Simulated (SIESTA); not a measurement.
As:

```xyz
2
Lattice="1.8808 1.0859 3.5141 -1.8808 1.0859 3.5141 0.0000 -2.1718 3.5141" Properties=species:S:1:pos:R:3 pbc="T T T"
As    0.0000    0.0000    2.3825
As    0.0000    0.0000    8.1597
```

Base run:

```yaml
Program: SIESTA 5.4.2
Functional: PBE
Potentials_or_basis: PseudoDojo 0.4 standard (PBE files)
Basis: DZP (energy shift 0.002 Ry)
Grid_cutoff: 500 Ry
Energy_shift: 0.002 Ry
k_mesh: 9 × 9 × 9
Occupations: fermi-dirac, width 0.05 eV
Spin: no spin polarisation
```

Its results: band gap on the k mesh none (metal or under the smearing width); pressure 8.5 GPa; largest force 0.993 eV/Å.

Task: The run is repeated on the same cell with these changes: basis from DZP (energy shift 0.002 Ry) to DZP (energy shift 0.003 Ry; two zetas on semicore shells); energy shift from 0.002 Ry to 0.003 Ry. What comes out?

Result: Band gap on the k mesh none (metal or under the smearing width); pressure 6.0 GPa; largest force 0.877 eV/Å.

Caveats: the basis of atomic orbitals isn't converged, which shifts pressures, moduli and gaps; semicore shells carry a single zeta, which can move pressures by several GPa and volumes by a few percent (some runs).

Not every run made on this cell is shown here.
